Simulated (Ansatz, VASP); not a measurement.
**Two plane-wave programs on C**

The input INCAR:

```
ALGO     = Normal         # electronic algorithm
EDIFF    = 1E-6           # SCF threshold, eV
ENCUT    = 520            # plane-wave cutoff, eV
ISIF     = 2              # what is computed and relaxed
ISMEAR   = 0              # smearing method
LASPH    = True           # aspherical terms in the spheres
LCHARG   = False          # write CHGCAR
LREAL    = False          # projectors in reciprocal space
LWAVE    = False          # write WAVECAR
NBANDS   = 11             # bands
NELM     = 60             # most SCF steps
PREC     = Accurate       # precision mode
SIGMA    = 0.05           # smearing width, eV
```

KPOINTS

```
k-points
0
Gamma
  12 12 12
```

POSCAR

```
C
1.0
    0.0000000000      1.8827523762      1.7966710835
    1.6178868602      0.0000000000      1.7966710835
    1.6178868602      1.8827523762      0.0000000000
C
2
Direct
    0.5000000000      0.5000000000      0.5000000000
    0.7500000000      0.7500000000      0.7500000000
```

Input for Ansatz:

```yaml
crystal:
  lattice:
    - [0.0, 1.8827523762, 1.7966710835]
    - [1.6178868602, 0.0, 1.7966710835]
    - [1.6178868602, 1.8827523762, 0.0]
  atoms:
    - { symbol: C, position: [0.5, 0.5, 0.5] }
    - { symbol: C, position: [0.75, 0.75, 0.75] }
basis:
  ecutwfc: 520.0
kpoints:
  mp_grid: { grid: [12, 12, 12] }
hamiltonian:
  xc: lda
  pseudopotentials: { kind: paw, azcp: { folder: soft_1 } }
scf:
  occupations: { method: gaussian, width: 0.05 }
output:
  forces: true
  stress: true
  eigenvalues: true
```

Change from the starting cell: strain +e along x and -e along y -0.0750, strain +e along z and -e/2 along x and y +0.0175.

Alike in both runs: task single point; functional LDA; k mesh 12 × 12 × 12; occupations gaussian, width 0.05 eV; no spin polarisation.

|  | VASP | Ansatz |
| --- | --- | --- |
| version | VASP 6.6.1 | Ansatz 0.2.0 |
| potentials or method | VASP PAW LDA potentials, release 64 (C) | scalar-relativistic, plane waves, PAW |
| plane-wave cutoff (eV) | 520 | 520 |
| valence electrons in the cell | 8 | 8 |

```csv
,VASP,Ansatz,Ansatz less VASP
gap on the k mesh at the Fermi level (eV),1.04,1.06,+0.012
least direct gap on the mesh (eV),3.61,3.60,-0.002
pressure (GPa),4.7,3.0,-1.70
largest component of the traceless stress (GPa),72.07,72.21,+0.143
```

Ansatz warned: «pseudo_functional_mismatch».
